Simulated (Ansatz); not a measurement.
Abstraction of F: SF2 + C4H9 → SF + C4H9F

Species: SF2 (sulfur difluoride) `FSF`, singlet; C4H9 (1-butyl radical) `[CH2]CCC`, doublet; SF (Monosulfur monofluoride), doublet; C4H9F (1-fluorobutane) `CCCCF`, singlet. A radical takes F: the energy is the difference in strength between the S–F bond broken and the C–F bond made.

Shapes, held fixed at every level: PBE0-D4/def2-TZVP. Flexible molecules stand in one conformer, not always the lowest. Programs: Ansatz 0.2.0. Electronic energies: no zero-point or thermal term.

```
               level                    kind  ΔE (kJ/mol)  CPU time (sum over the molecules)
   PBE-D4/def2-TZVPP                     GGA        -93.1                               38 s
r2SCAN-D4/def2-TZVPP                meta-GGA        -88.7                               61 s
 B3LYP-D4/def2-TZVPP           global hybrid       -103.2                               62 s
  PBE0-D4/def2-TZVPP           global hybrid       -101.2                               47 s
  wB97M-V/def2-TZVPP  range-separated hybrid       -101.3                            2.4 min
   B2PLYP/def2-TZVPP           double hybrid       -106.5                               75 s
      MP2/def2-TZVPP     perturbation theory       -112.1                                  –
```

MP2/def2-TZVPP gives ΔE = -112.1 kJ/mol; the levels span -112.1 to -88.7. The median of the levels is -101.3. No measured value is set beside it here. Open shells run unrestricted unless RO is named. Times are processor times on shared x86 and Arm servers, and rough.
